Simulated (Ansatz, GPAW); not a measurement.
Te2Mo: PBE in single-zeta orbitals, run from Python

These are simulated results from GPAW 26.7.0, not measurements. The cell was built from a prototype and was relaxed with r2SCAN+rVV10 in plane waves (Ansatz 0.2.0). Not every such cell is a known phase. All runs are without spin polarisation.

It is trigonal, P-3m1 (No. 164); conventional cell a = 3.519 Å, c = 7.214 Å, 25.80 Å³ an atom. Mo is surrounded by 6 Te at 2.73 Å; Te is surrounded by 3 Mo at 2.73 Å.

The basis is minimal: single zeta, one radial function for each shell that the log's basis lists. It describes the filled bands fairly and the empty ones poorly.

run.py reads:

```python
import json
from ase import Atoms
from gpaw import GPAW, PW, FermiDirac

atoms = Atoms(['Mo', 'Te', 'Te'],
              cell=[[3.519455, 0.0, 0.0], [-1.759727, 3.047937, -0.0], [0.0, -0.0, 7.214453]],
              scaled_positions=[[-0.0, 0.0, -0.0], [0.333333, 0.666667, 0.253416], [0.666667, 0.333333, 0.746584]],
              pbc=True)
calc = GPAW(mode='lcao', basis='sz(dzp)', h=0.2, xc='PBE', kpts={'size': (6, 6, 2), 'gamma': True},
            occupations=FermiDirac(0.02), maxiter=100, legacy_gpaw=True, txt='gpaw.txt')
atoms.calc = calc
res = {'energy': atoms.get_potential_energy(force_consistent=True)}
res['electrons'] = calc.get_number_of_electrons()
res['k'] = calc.get_ibz_k_points().tolist()
res['levels'] = [calc.get_eigenvalues(kpt=i).tolist() for i in range(len(res['k']))]
points = [[0.0, 0.0, 0.0], [0.5, 0.0, 0.0], [0.333333, 0.333333, 0.0], [0.0, 0.0, 0.5], [0.5, 0.0, 0.5], [0.333333, 0.333333, 0.5], [0.233333, 0.233333, 0.5]]
bands = calc.fixed_density(kpts=points, symmetry='off', txt='bands.txt')
res['points'] = [bands.get_eigenvalues(kpt=i).tolist() for i in range(len(points))]
json.dump(res, open('results.json', 'w'))
print('free energy (eV):', round(res['energy'], 5))
```

Command: `python run.py`. It took 35 s on 1 thread of Arm Neoverse V2 (shared host), peak memory 0.18 GiB.

The log gpaw.txt, trimmed of paths, versions and times, then the last line on the terminal. An iter line gives the energy in eV and the logarithms of the changes of orbitals (plane waves alone) and density (c: converged):

```
___ ___ ___ _ _ _
 |   |   |_  | | | |

 | | | | | . | | | |

 |__ |  _|___|_____|  26.7.0
 |___|_|

Input parameters:
  basis: sz(dzp)
  h: 0.2
  kpts: {gamma: True,
         size: (6, 6, 2)}
  maxiter: 100
  mode: lcao
  occupations: {fixmagmom: False,
                name: fermi-dirac,
                width: 0.02}
  xc: PBE

System changes: positions, numbers, cell, pbc, initial_charges, initial_magmoms

Initialize ...

species:
  Mo:
    name:    Molybdenum
    Z:       42.0
    valence: 14
    core:    28
    charge:  0.0  # [|e|]
    compensation charges:
      type: gauss
      rc: 0.38  # [Å]
      lmax: 2
    cutoffs:
      filter: 2.16  # [Å]
      core: 1.42  # [Å]
    projectors
    | kind |    occ | energy [eV] | rcut [Å] |

    |------|--------|-------------|----------|

    |   4s |  2.000 |     -64.307 |    1.238 |

    |   5s |  1.000 |      -4.084 |    1.238 |

    |   4p |  6.000 |     -38.491 |    1.296 |

    |   5p |  0.000 |      -1.044 |    1.296 |

    |   4d |  5.000 |      -3.754 |    1.296 |

    |    d |        |      23.458 |    1.296 |

    LCAO basis set for Mo:
      Name: sz(dzp)
      Number of radial functions: 5
      Number of spherical harmonics: 13
        l=0, rc=3.5469 Bohr: 4s-sz confined orbital
        l=0, rc=10.0469 Bohr: 5s-sz confined orbital
        l=1, rc=4.0781 Bohr: 4p-sz confined orbital
        l=1, rc=14.0938 Bohr: 5p-sz confined orbital
        l=2, rc=7.2031 Bohr: 4d-sz confined orbital
      Number of RI-basis functions 0

  Te:
    name:    Tellurium
    Z:       52.0
    valence: 6
    core:    46
    charge:  0.0  # [|e|]
    compensation charges:
      type: gauss
      rc: 0.36  # [Å]
      lmax: 2
    cutoffs:
      filter: 2.09  # [Å]
      core: 3.17  # [Å]
    projectors
    | kind |    occ | energy [eV] | rcut [Å] |

    |------|--------|-------------|----------|

    |   5s |  2.000 |     -15.089 |    1.180 |

    |   5p |  4.000 |      -5.955 |    1.196 |

    |    s |        |      12.123 |    1.180 |

    |    p |        |      21.256 |    1.196 |

    |    d |        |       0.000 |    1.238 |

    LCAO basis set for Te:
      Name: sz(dzp)
      Number of radial functions: 2
      Number of spherical harmonics: 4
        l=0, rc=6.2500 Bohr: 5s-sz confined orbital
        l=1, rc=8.0156 Bohr: 5p-sz confined orbital
      Number of RI-basis functions 0

Reference energy: -479715.439499  # eV

Spin-paired calculation

Convergence criteria:
 Maximum [total energy] change in last 3 cyles: 0.0005 eV / valence electron
 Maximum integral of absolute [dens]ity change: 0.0001 electrons / valence electron
 Maximum integral of absolute [eigenst]ate change: 4e-08 eV^2 / valence electron
 Maximum number of scf [iter]ations: 100
 (Square brackets indicate name in SCF output, whereas a 'c' in
 the SCF output indicates the quantity has converged.)

Symmetries present (total): 2

  ( 1  0  0)  (-1  0  0)
  ( 0  1  0)  ( 0 -1  0)
  ( 0  0  1)  ( 0  0 -1)

72 k-points: 6 x 6 x 2 Monkhorst-Pack grid + [1/12,1/12,1/4]
40 k-points in the irreducible part of the Brillouin zone
       k-points in crystal coordinates                weights
   0:     0.00000000    0.00000000    0.00000000          1/72
   1:     0.00000000    0.00000000    0.50000000          1/72
   2:     0.00000000    0.16666667    0.00000000          2/72
   3:     0.00000000    0.16666667    0.50000000          2/72
   4:     0.00000000    0.33333333    0.00000000          2/72
   5:     0.00000000    0.33333333    0.50000000          2/72
   6:     0.00000000    0.50000000    0.00000000          1/72
   7:     0.00000000    0.50000000    0.50000000          1/72
   8:     0.16666667   -0.33333333    0.00000000          2/72
   9:     0.16666667   -0.33333333    0.50000000          2/72
          ...
  39:     0.50000000    0.50000000    0.50000000          1/72

Wave functions: LCAO
  Diagonalizer: Serial LAPACK
  Atomic Correction: dense with blas
  Data-type: complex

Occupation numbers: Fermi-Dirac:
  width: 0.0200  # eV

Eigensolver
   LCAO using direct dense diagonalizer

Densities:
  Coarse grid: 16*16*36 grid
  Fine grid: 32*32*72 grid
  Total Charge: 0.000000

Density mixing:
  Method: separate
  Backend: msr1
  Linear mixing parameter: 0.05
  old densities: 10
  Width of damping distribution: 1.1
  Damping of long wavelength oscillations: 20

Hamiltonian:
  XC and Coulomb potentials evaluated on a 32*32*72 grid
  Using the PBE Exchange-Correlation functional
  Interpolation: tri-quintic (5. degree polynomial)
  Poisson solver: FastPoissonSolver using
    Stencil: 8*3+1=25 point O(h^6) finite-difference Laplacian
    FFT axes: [np.int64(0), np.int64(1), np.int64(2)]
    FST axes: []

XC parameters: PBE with 2 nearest neighbor stencil

Memory estimate:
  Process memory now: 116.55 MiB
  Calculator: 27.99 MiB
    Density: 16.59 MiB
      Arrays: 1.83 MiB
      Localized functions: 13.35 MiB
      Mixer: 1.41 MiB
    Hamiltonian: 2.06 MiB
      Arrays: 1.20 MiB
      XC: 0.00 MiB
      Poisson: 0.00 MiB
      vbar: 0.86 MiB
    Wavefunctions: 9.35 MiB
      C [qnM]: 0.26 MiB
      S, T [2 x qmm]: 0.54 MiB
      P [aqMi]: 0.04 MiB
      BasisFunctions: 8.52 MiB
      Eigensolver: 0.00 MiB

Total number of cores used: 1

Number of atoms: 3
Number of atomic orbitals: 21
Number of bands in calculation: 20
Number of valence electrons: 26
Bands to converge: occupied
Positions:
   0 Mo     0.000000    0.000000    0.000000    ( 0.0000,  0.0000,  0.0000)
   1 Te    -0.000001    2.031959    1.828258    ( 0.0000,  0.0000,  0.0000)
   2 Te     1.759729    1.015978    5.386195    ( 0.0000,  0.0000,  0.0000)

Unit cell:
           periodic     x           y           z      points  spacing
  1. axis:    yes    3.519455    0.000000    0.000000    16     0.1905
  2. axis:    yes   -1.759727    3.047937   -0.000000    16     0.1905
  3. axis:    yes    0.000000   -0.000000    7.214453    36     0.2004

  Lengths:   3.519455   3.519454   7.214453
  Angles:   90.000000  90.000000 119.999997

Effective grid spacing dv^(1/3) = 0.2033

iter:   1   -15.893484        c
iter:   2   -15.854643        c -1.30
iter:   3   -15.983024        c -1.32
iter:   4   -15.635125        c -1.36
iter:   5   -15.587809        c -1.74
iter:   6   -15.586965        c -2.57
iter:   7   -15.586717c       c -3.07
iter:   8   -15.586711c       c -3.51
iter:   9   -15.586710c       c -4.57c

Converged after 9 iterations.

Energy contributions relative to reference atoms: (reference = -479715.439499)

Kinetic:        +18.873143
Potential:      -19.082347
External:        +0.000000
XC:             -15.479273
Entropy (-ST):   -0.000474
Local:           +0.102003
SIC:             +0.000000
--------------------------
Free energy:    -15.586948
Extrapolated:   -15.586710

Showing only first 2 kpts
 Kpt  Band  Eigenvalues  Occupancy
  0    11      7.59860    2.00000
  0    12      7.59922    2.00000
  0    13      9.67974    0.00000
  0    14      9.67992    0.00000

  1    11      7.59790    2.00000
  1    12      7.83564    2.00000
  1    13      9.55442    0.00000
  1    14      9.55459    0.00000

Fermi level: 8.56494

No gap
No difference between direct/indirect transitions

free energy (eV): -15.58695
```

The gap in the log is over the mesh alone; results.json adds the listed points. PBE in single-zeta orbitals gives no gap (an overlap of 0.55 eV at the points read). On the same cell, plane-wave PBE (Ansatz, 12×12×4 k points and the special points) gives no gap (an overlap of 0.58 eV at the points read) and r2SCAN no gap (an overlap of 0.62 eV at the points read); on shared hosts these took about 6.6 and 17 core-seconds on the 3-atom cell, against 35 for the script. Spin-orbit coupling, left out in all these runs, can cut or reorder the gap by tenths of an eV, up to about 1 eV with Pb or Bi.

No spin-orbit coupling is included; it can move band edges with weight on the heavy atoms by tenths of an eV.
